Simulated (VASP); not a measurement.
# GaAs (F-43m) in VASP: a series of runs

One crystal, GaAs, is run at these levels: PBE; tasks: single point.

Everything below comes from runs of VASP 6.6.1. Logs are shortened: lines on timing, memory, paths and dates and some standing lists are left out, and cuts for length are marked.

**1. The undisturbed crystal**

The structure is cubic, space group F-43m (No. 216). Conventional cell: a = 5.654 Å, b = 5.654 Å, c = 5.654 Å, α = 90.00°, β = 90.00°, γ = 90.00°. Ga (site symmetry -43m) is surrounded by 4 As at 2.45 Å. As (site symmetry -43m) is surrounded by 4 Ga at 2.45 Å.

**2. Single point, PBE (a relaxed cell with its volume scaled by 0.91)**

INCAR reads:

```
SYSTEM = GaAs
ALGO = Normal
AMIX = 0.2
EDIFF = 1E-7
ENCUT = 520
GGA = PE
ISIF = 2
ISMEAR = 0
LASPH = .True.
LCHARG = .False.
LREAL = .False.
LWAVE = .False.
NELM = 100
PREC = Accurate
SIGMA = 0.02
```

KPOINTS reads:

```
k-points
0
Gamma
  10 10 10
  0 0 0
```

POSCAR reads:

```
GaAs                                    
1.0
    0.0000000000      2.7861654949      2.7861654949
    2.7861654949      0.0000000000      2.7861654949
    2.7861654949      2.7861654949      0.0000000000
  Ga              As            
     1     1
Direct
     0.0000000000000000    0.0000000000000000    0.0000000000000000
     0.2500000000000000    0.2500000000000000    0.2500000000000000
```

Potentials or basis: VASP PAW PBE potentials, release 64 (Ga_d, As).

Run with:

```bash
cat potpaw_PBE.64/Ga_d/POTCAR potpaw_PBE.64/As/POTCAR > POTCAR
mpirun -np 1 vasp_std > vasp.out
```

OUTCAR:

```text
SYSTEM = GaAs
   AMIX = 0.2
   EDIFF = 1E-7
   ENCUT = 520
   GGA = PE
   ISIF = 2
   ISMEAR = 0
   LASPH = .True.
   LREAL = .False.
   NELM = 100
   PREC = Accurate

 ion  position               nearest neighbor table
   1  0.000  0.000  0.000-   2 2.41   2 2.41   2 2.41   2 2.41
   2  0.250  0.250  0.250-   1 2.41   1 2.41   1 2.41   1 2.41

  LATTYP: Found a face centered cubic cell.
 ALAT       =     5.5723309898

  Lattice vectors:

 A1 = (   0.0000000000,   2.7861654949,   2.7861654949)
 A2 = (   2.7861654949,   0.0000000000,   2.7861654949)
 A3 = (   2.7861654949,   2.7861654949,   0.0000000000)

Analysis of symmetry for initial positions (statically):
=====================================================================
 Subroutine PRICEL returns:
 Original cell was already a primitive cell.

 Routine SETGRP: Setting up the symmetry group for a
 face centered cubic supercell.

 Subroutine GETGRP returns: Found 24 space group operations
 (whereof 24 operations were pure point group operations)
 out of a pool of 48 trial point group operations.

The static configuration has the point symmetry T_d .

Analysis of symmetry for dynamics (positions and initial velocities):
=====================================================================
 Subroutine PRICEL returns:
 Original cell was already a primitive cell.

 Routine SETGRP: Setting up the symmetry group for a
 face centered cubic supercell.

 Subroutine GETGRP returns: Found 24 space group operations
 (whereof 24 operations were pure point group operations)
 out of a pool of 48 trial point group operations.

The dynamic configuration has the point symmetry T_d .

 Subroutine INISYM returns: Found 24 space group operations
 (whereof 24 operations are pure point group operations),
 and found     1 'primitive' translations

----------------------------------------------------------------------------------------

                                     Primitive cell

  volume of cell :      43.2564

  direct lattice vectors                    reciprocal lattice vectors
     0.000000000  2.786165495  2.786165495    -0.179458112  0.179458112  0.179458112
     2.786165495  0.000000000  2.786165495     0.179458112 -0.179458112  0.179458112
     2.786165495  2.786165495  0.000000000     0.179458112  0.179458112 -0.179458112

  length of vectors
     3.940233030  3.940233030  3.940233030     0.310830568  0.310830568  0.310830568

  position of ions in fractional coordinates (direct lattice)
     0.000000000  0.000000000  0.000000000
     0.250000000  0.250000000  0.250000000

[... 89 lines left out ...]
   EMIN   =  10.00;   EMAX   =-10.00  energy-range for DOS
   EFERMI =   0.00;   METHOD = LEGACY
   ISMEAR =     0;   SIGMA  =   0.02  broadening in eV -4-tet -1-fermi 0-gaus
   EFERMI_NEDOS =   21; number of points for ismear=-14 and -15
   IALGO  =     38    algorithm
   IMIX   =      4    mixing-type and parameters
     AMIX     =   0.20;   BMIX     =  1.00
     AMIX_MAG =   0.80;   BMIX_MAG =  1.00
  volume/ion in A,a.u.               =      21.63       145.95
  Fermi-wavevector in a.u.,A,eV,Ry     =   1.222218  2.309658 20.324620  1.493817
  Thomas-Fermi vector in A             =   2.357373
   LORBIT       =      0    0 simple, 1 ext, 2 COOP (PROOUT), +10 PAW based schemes
   GGA     = PE    functional components
   LHFCALC =     F    Hartree Fock is set to
   AEXX    =    0.0000 exact exchange contribution
   IVDW    =     0    specifies the selected vdW correction
   LEPSILON=     F    determine dielectric tensor
   LRPA    =     F    only Hartree local field effects (RPA)
 non-spin polarized calculation
 Gauss-broadening in eV      SIGMA  =   0.02
  energy-cutoff  :      520.00
  volume of cell :       43.26
 maximum number of plane-waves:      1211
 NGX is ok and might be reduce to    30
   NGX = 15   NGY = 15   NGZ = 15

 number of electron      18.0000015 magnetization

 Free energy of the ion-electron system (eV)
  ---------------------------------------------------
  ext. energy  EPLUGINS =         0.00000000
  ---------------------------------------------------
  free energy    TOTEN  =        -8.18795241 eV

  energy without entropy =       -8.18795241  energy(sigma->0) =       -8.18795241

 E-fermi :   4.4450     XC(G=0):  -9.7853

 val. band max:        4.3502671730   @ k =   0.0000   0.0000   0.0000
 cond. band min:       5.2041594844   @ k =   0.0000   0.0000   0.0000
 fundamental gap:      0.8538923114
 Fermi energy:         4.4449653360

 k-point     1 :       0.0000    0.0000    0.0000
  band No.  band energies     occupation
      1     -10.5414      2.00000
      2     -10.5414      2.00000
      3     -10.5414      2.00000
      4     -10.4508      2.00000
      5     -10.4508      2.00000
      6      -8.6975      2.00000
      7       4.3503      2.00000
      8       4.3503      2.00000
      9       4.3503      2.00000
     10       5.2042      0.00000
     11       8.0877      0.00000
     12       8.0877      0.00000
     13       8.0877      0.00000
[... 354 lines left out ...]
  band No.  band energies     occupation
      1     -10.6489      2.00000
      2     -10.4995      2.00000
      3     -10.4977      2.00000
      4     -10.4721      2.00000
      5     -10.4398      2.00000
      6      -6.8416      2.00000
      7      -1.4326      2.00000
      8       1.6077      2.00000
      9       1.9656      2.00000
     10       6.1555      0.00000
     11       7.2310      0.00000
     12      11.8557      0.00000
     13      12.4797      0.00000

 [... further k-points ...]

------------------------ aborting loop because EDIFF is reached ----------------------------------------

  FORCE on cell =-STRESS in cart. coord.  units (eV):
  Direction    XX          YY          ZZ          XY          YZ          ZX
  --------------------------------------------------------------------------------------
  -------------------------------------------------------------------------------------
  Total        1.9300592      1.9300592      1.9300592      0.0000000      0.0000000     -0.0000000
  in kB       71.4875639     71.4875639     71.4875639      0.0000000      0.0000000     -0.0000000
  external PRESSURE =      71.4875639 kB  Pullay stress =       0.0000000 kB

 VOLUME and BASIS-vectors are now :
 -----------------------------------------------------------------------------
  energy-cutoff  :      520.00
  volume of cell :       43.26
      direct lattice vectors                 reciprocal lattice vectors
     0.000000000  2.786165495  2.786165495    -0.179458112  0.179458112  0.179458112
     2.786165495  0.000000000  2.786165495     0.179458112 -0.179458112  0.179458112
     2.786165495  2.786165495  0.000000000     0.179458112  0.179458112 -0.179458112

 POSITION                                       TOTAL-FORCE (eV/Angst)
 -----------------------------------------------------------------------------------
      0.00000      0.00000      0.00000        -0.000000     -0.000000     -0.000000
      1.39308      1.39308      1.39308         0.000000      0.000000      0.000000
 -----------------------------------------------------------------------------------
    total drift:                                0.000001      0.000001      0.000001

  FREE ENERGIE OF THE ION-ELECTRON SYSTEM (eV)
  ---------------------------------------------------
  free  energy   TOTEN  =        -8.1879524122 eV

  energy  without entropy=       -8.1879524122  energy(sigma->0) =       -8.18795241
```

stdout:

```text
POSCAR found type information on POSCAR GaAs
 POSCAR found :  2 types and       2 ions
 scaLAPACK will be used
 LDA part: xc-table for (Slater+PW92), standard interpolation
 POSCAR, INCAR and KPOINTS ok, starting setup
 FFT: planning ... GRIDC
 FFT: planning ... GRID_SOFT
 FFT: planning ... GRID
 WAVECAR not read
 entering main loop
```

It took 29 s on 1 thread of Intel Xeon Platinum 8259CL at 2.50GHz (Skylake/Cascade Lake), shared host; peak memory 0.18 GiB.

Results:

```
Free energy            : -8.1880 eV
Pressure               : 7.1 GPa
Band gap on the k mesh : 0.85 eV, direct
```

A k mesh can miss the band edges.

**3. Single point, PBE (a relaxed cell with its volume scaled by 1.09)**

INCAR is that of step 2.

KPOINTS is that of step 2.

POSCAR reads:

```
GaAs                                    
1.0
    0.0000000000      2.9589339985      2.9589339985
    2.9589339985      0.0000000000      2.9589339985
    2.9589339985      2.9589339985      0.0000000000
  Ga              As            
     1     1
Direct
     0.0000000000000000    0.0000000000000000    0.0000000000000000
     0.2500000000000000    0.2500000000000000    0.2500000000000000
```

Potentials or basis: VASP PAW PBE potentials, release 64 (Ga_d, As).

Run with:

```bash
cat potpaw_PBE.64/Ga_d/POTCAR potpaw_PBE.64/As/POTCAR > POTCAR
mpirun -np 1 vasp_std > vasp.out
```

Run time: 24 s. Hardware: 1 thread of Intel Xeon Platinum 8259CL at 2.50GHz (Skylake/Cascade Lake), shared host; peak memory 0.19 GiB.

Results (log left out):

* Free energy: -8.2145 eV
* Pressure: -4.2 GPa
* Band gap on the k mesh: none (metal or under the smearing width)

Levels at points of the mesh, in eV from the Fermi level:
| k point | band 5 | band 6 | band 7 | band 8 | band 9 | band 10 | band 11 | band 12 | band 13 |
| --- | --- | --- | --- | --- | --- | --- | --- | --- | --- |
| (0.00, 0.00, 0.00) | -14.57 | -11.83 | -0.46 | -0.01 | -0.01 | -0.01 | 3.67 | 3.67 | 3.67 |
| (0.50, 0.00, 0.00) | -14.57 | -10.46 | -5.97 | -0.96 | -0.96 | 0.64 | 4.56 | 4.56 | 7.54 |
| (0.50, 0.50, 0.00) | -14.56 | -9.89 | -6.24 | -2.24 | -2.24 | 1.68 | 1.69 | 9.11 | 9.11 |
